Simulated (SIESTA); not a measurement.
Runs of SIESTA 5.4.2 on MnO2. It takes space group P-3m1 (No. 164, trigonal). The conventional cell has a = 2.857 Å, b = 2.857 Å, c = 4.601 Å, α = 90.00°, β = 90.00°, γ = 120.00°. Mn (site symmetry -3m) has 6 O at 1.90 Å as nearest neighbours. O (site symmetry 3m) has 3 Mn at 1.90 Å as nearest neighbours. Measurements of this composition are mostly on another form, of space group No. 136.

| task | level | potentials or basis | cell | gap on the mesh (eV) | pressure (GPa) | moment (μB) | largest force (eV/Å) |
| --- | --- | --- | --- | --- | --- | --- | --- |
| single point | PBE | PseudoDojo 0.4 standard (PBE files), DZP (energy shift 0.003 Ry; two zetas on semicore shells) | as given | (b) | 7.5 | 3.00 | 0.63 |
| band structure | LDA | PseudoDojo 0.4 standard (LDA files), DZP (energy shift 0.003 Ry; two zetas on semicore shells) | as given | (c) | (a) | 3.00 | 0.11 |
| single point | PBE | PseudoDojo 0.4 standard (PBE files), DZP (energy shift 0.003 Ry; two zetas on semicore shells) | atoms moved at random, drawn with an rms of 0.05 Å | 0.71 | 15.1 | 3.00 | 1.91 |
| band structure | PBEsol | PseudoDojo 0.4 standard (PBEsol files), DZP (energy shift 0.003 Ry; two zetas on semicore shells) | as given | 0.69 | 0.5 | 3.00 | 0.25 |

Alike in all rows: spin collinear, ferromagnetic start; k mesh 11 × 11 × 6; smearing fermi-dirac 0.05 eV; grid cutoff 800 Ry; energy shift 0.003 Ry.

Estimate the missing entries.

(a) -5.9; (b) 0.85; (c) 0.38.

Caveats: short orbitals over semicore shells can move pressures by several GPa; the basis of atomic orbitals isn't converged, which shifts pressures, moduli and gaps; a cell with one magnetic atom can't hold antiferromagnetic order, which such compounds often take; an odd mesh through Γ misses points on the zone boundary, where band edges often lie (some runs).
